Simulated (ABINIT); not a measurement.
Pd:

```
Pd
1.0
     0.00000    1.94650    1.94650
     1.94650    0.00000    1.94650
     1.94650    1.94650    0.00000
Pd
1
Direct
  0.00000 0.00000 0.00000
```

Base run:

- Program: ABINIT 10.8.3 (patched build)
- Functional: RPBE
- Potentials or basis: JTH PAW PBE v2.0
- Cutoff: 626 eV
- k mesh: 12 × 12 × 12
- Occupations: fermi-dirac, width 0.05 eV
- Spin: no spin polarisation

Its results: band gap on the k mesh none (metal or under the smearing width); pressure 11.4 GPa.

Q: After a change of settings the same cell gave: band gap on the k mesh none (metal or under the smearing width); pressure 5.5 GPa. Which change was it?
A. functional from RPBE to SOGGA; potentials or basis from JTH PAW PBE v2.0 to PseudoDojo NC SR PBEsol v0.4.1 standard; cutoff from 626 eV to 1116 eV
B. potentials or basis from JTH PAW PBE v2.0 to PseudoDojo NC SR PBE v0.4.1 standard; cutoff from 626 eV to 1116 eV
C. functional from RPBE to PW91
D. functional from RPBE to OLYP

A: D.

Caveats: the PAW data sets were made with another functional, which shifts forces and pressure a little.

Runs at the PBE level aren't shown here.
